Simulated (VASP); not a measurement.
The system is BeTe.

```xyz
2
Lattice="0.0000 2.7700 2.7700 2.7700 0.0000 2.7700 2.7700 2.7700 0.0000" Properties=species:S:1:pos:R:3 pbc="T T T"
Be    0.0000    0.0000    0.0000
Te    4.1550    4.1550    4.1550
```

Program: VASP 6.6.1. Alike in all runs: no spin polarisation; cell as given; k mesh 11 × 11 × 11; cutoff (eV) 520; smearing fermi-dirac 0.03 eV.

Order these runs on this cell by their pressure, lowest first.
A. level PBEsol; potentials or basis VASP PAW PBE potentials, release 64 (Be, Te)
B. level LDA; potentials or basis VASP PAW LDA potentials, release 64 (Be, Te)
C. level r2SCAN; potentials or basis VASP PAW PBE potentials, release 64 (Be, Te)

B (0.8 GPa), A (2.5 GPa), C (4.4 GPa).

Caveats: the PAW data sets were made with another functional, which shifts forces and pressure a little (some runs).

Runs at the PBE level aren't shown here.
